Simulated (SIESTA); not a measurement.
W under changes of volume

One of the cells (15.848 Å³/atom); the others are scaled copies at fixed shape and fractional positions:

```
W
1.0
    -1.58234    1.58234    1.58234
     1.58234   -1.58234    1.58234
     1.58234    1.58234   -1.58234
W
1
Direct
  0.00000 0.00000 0.00000
```

- Program: SIESTA 5.4.2
- Functional: LDA
- Potentials or basis: PseudoDojo 0.4 standard (LDA files)
- Basis: DZP (energy shift 0.003 Ry; two zetas on semicore shells)
- Grid cutoff: 800 Ry
- Energy shift: 0.003 Ry
- k mesh: 12 × 12 × 12
- Occupations: fermi-dirac, width 0.05 eV
- Spin: no spin polarisation

```csv
volume (Å³/atom),energy over the lowest point (meV/atom),pressure (GPa)
14.897,33.01,16.6
15.214,8.57,8.3
15.531,0.00,0.7
15.848,?,?
16.165,23.88,-12.2
16.482,53.51,-17.7
16.798,93.27,-22.5
```

Q: What does the run at 15.848 Å³/atom give?

A: Energy over the lowest point 5.61 meV/atom; pressure -6.1 GPa.

Worked out: A Birch-Murnaghan fit of order 3 (a polynomial in V^(-2/3)) to the other rows has its minimum at 15.56 Å³/atom with B0 = V·E''(V) = 348 GPa and B' = 4.4. It gives 5.58 meV/atom at 15.848 Å³/atom, against the run's 5.61, and -dE/dV = -6.1 GPa, against -6.1.

Energies are extrapolated to zero smearing.

Caveats: short orbitals over semicore shells can move pressures by several GPa; the basis of atomic orbitals isn't converged, which shifts pressures, moduli and gaps.
